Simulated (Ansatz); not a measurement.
Sc: from a trial structure to a relaxed crystal

All numbers below come from DFT PBE, scalar-relativistic, plane waves, PAW in Ansatz. Cutoff 420 eV, Γ-centred k mesh, Gaussian smearing, no spin polarisation in the final step.

The start puts Sc on the sites of a reported S cell (R-3, No. 148), at a guessed volume.

```xyz
6
Lattice="5.5695 3.2155 1.4571 -5.5695 3.2155 1.4571 0.0000 -6.4311 1.4571" Properties=species:S:1:pos:R:3 pbc="T T T"
Sc    1.3005    1.4229    1.7223
Sc   -1.8825    0.4148    1.7223
Sc    0.5820   -1.8377    1.7223
Sc   -1.3005   -1.4229    2.6490
Sc    1.8825   -0.4148    2.6490
Sc   -0.5820    1.8377    2.6490
```

Steps on the 6×6×6 mesh (6 atoms). 12 of 12 steps are shown, and the free energy counts from the last. Trial steps that were taken back and renewals of the plane-wave basis can be among the rows.

| step | ΔF (meV/atom) | V (Å³/atom) | P (GPa) | largest force component (eV/Å) |
| --- | --- | --- | --- | --- |
| 1 | 1466.8 | 26.10 | 3.35 | 2.846 |
| 2 | 1001.8 | 23.62 | 2.63 | 2.101 |
| 3 | 636.8 | 22.34 | 4.42 | 1.976 |
| 4 | 305.9 | 21.84 | 6.86 | 1.203 |
| 5 | 113.5 | 23.16 | 4.55 | 0.293 |
| 6 | 52.7 | 25.79 | -0.73 | 0.065 |
| 7 | 38.5 | 25.42 | 0.05 | 0.089 |
| 8 | 24.8 | 25.43 | 0.72 | 0.188 |
| 9 | 4.9 | 26.09 | 0.55 | 0.076 |
| 10 | 6.9 | 26.77 | 0.31 | 0.123 |
| 11 | 2.2 | 26.64 | -0.03 | 0.025 |
| 12 | 0.0 | 26.64 | 0.15 | 0.025 |

A final relaxation ran on a 12×12×12 mesh. The relaxed crystal, R-3 (No. 148):

```
Sc
1.0
     6.48801    3.74586    1.10603
    -6.48801    3.74586    1.10603
     0.00000   -7.49171    1.10603
Sc
6
Direct
  0.49895 0.22796 0.07528
  0.07528 0.49895 0.22796
  0.22796 0.07528 0.49895
  0.50105 0.77204 0.92472
  0.92472 0.50105 0.77204
  0.77204 0.92472 0.50105
```

```yaml
Volume_per_atom: 26.88 Å³
Density: 2.78 g/cm³
Energy_over_the_standard_structure: 0.31 eV/atom
Gap_on_the_12×12×12_mesh: 0 eV (a metal)
```

Energies count from the standard state of Sc at the same level.

The final run used a 12×12×12 mesh on its 6-atom cell and 0.10 eV smearing. The k mesh leaves about 4 meV/atom of noise in metals.

Symmetry constrained the relaxation, so the result can be a saddle point.